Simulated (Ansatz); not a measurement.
The system is CaO.

```
Ca O
1.0
    -1.55296    1.55296    5.82128
     1.55296   -1.55296    5.82128
     1.55296    1.55296   -5.82128
Ca O
2 2
Direct
  0.04236 0.04236 0.00000
  0.79236 0.29236 0.50000
  0.45764 0.45764 0.00000
  0.20764 0.70764 0.50000
```

The cell was built by a generator and needn't be a form met in nature.

* Program: Ansatz 0.2.0
* Task: relaxation of cell and atoms
* Functional: PBEsol
* Dispersion: D4
* Potentials or basis: Ansatz PAW
* Cutoff: 420 eV (not typed: the program's choice for these potentials)
* k mesh: 9 × 9 × 9
* Occupations: fermi-dirac, width 0.05 eV
* Spin: no spin polarisation

At the start: volume 14.04 Å³/atom.

Q: How do energy, volume and symmetry change on relaxing?

A: It ends after 8 steps and the volume is 13.29 Å³/atom (-5.4 %); space group I4_1md (No. 109, to 0.05 Å).

Step by step:
| step | energy change (eV) | largest force (eV/Å) | volume (Å³) |
| --- | --- | --- | --- |
| 1 | 0.0000 | 0.0250 | 56.16 |
| 2 | -0.0580 | 0.0258 | 52.67 |
| 3 | -0.0584 | 0.0038 | 53.31 |
| 4 | -0.0588 | 0.0086 | 53.25 |
| 5 | -0.0588 | 0.0007 | 53.26 |
| 6 | -0.0523 | 0.0006 | 53.26 |
| 7 | -0.0528 | 0.0001 | 53.15 |
| 8 | -0.0524 | 0.0001 | 53.15 |

Final structure:
```xyz
4
Lattice="-1.5254 1.5254 5.7105 1.5254 -1.5254 5.7105 1.5254 1.5254 -5.7105" Properties=species:S:1:pos:R:3 pbc="T T T"
Ca    0.0000    0.0000    0.4895
Ca    0.0000    1.5254    3.3447
O     0.0000    0.0000    5.2210
O     1.5254    0.0000    2.3657
```

Caveat: the plane-wave basis is chosen anew once the cell has moved, so the energies of steps on either side of that aren't comparable; the pressure holds a Pulay correction of +0.5 GPa for the finite cutoff; the PAW data sets come from PBE, with cores solved anew for the run's functional, which leaves a small shift of forces and pressure.
